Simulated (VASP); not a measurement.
Si, 6 atoms in the cell. Symmetry: P6/mmm, No. 191, hexagonal system. The conventional cell has a = 4.438 Å, b = 4.438 Å, c = 2.593 Å, α = 90.00°, β = 90.00°, γ = 120.00°. Around Si (site symmetry 6/mmm) lie 14 Si at 2.59 to 2.87 Å. Si (site symmetry -6m2) is surrounded by 11 Si at 2.56 to 2.87 Å. The cell was built by a generator and needn't be a form met in nature. The cell isn't the ideal one: omega type (P6/mmm, No. 191); cell x2.

```yaml
Program: VASP 6.6.1
Task: single point
Functional: PBE
Potentials_or_basis: VASP PAW PBE potentials, release 64 (Si)
Cutoff: 520 eV
k_mesh: 10 × 6 × 4
Occupations: gaussian, width 0.1 eV
Spin: no spin polarisation
Dipole_correction: no
Further_INCAR_settings: ALGO = Fast; EDIFF = 1e-06; NBANDS = 21
```

Potentials or basis: VASP PAW PBE potentials, release 64 (Si).

Run with:

```bash
$ cat potpaw_PBE.64/Si/POTCAR > POTCAR
$ mpirun -np 1 vasp_std > vasp.out
```

Hardware: 1 thread of Intel(R) Xeon(R) 6975P-C (Granite Rapids) (shared host).

Problem. Estimate the wall time of this run.

Solution. Wall time 43 s on 1 thread of Intel(R) Xeon(R) 6975P-C (Granite Rapids) (shared host), peak memory 0.24 GiB. Counts: scf iterations 12, k points 72.
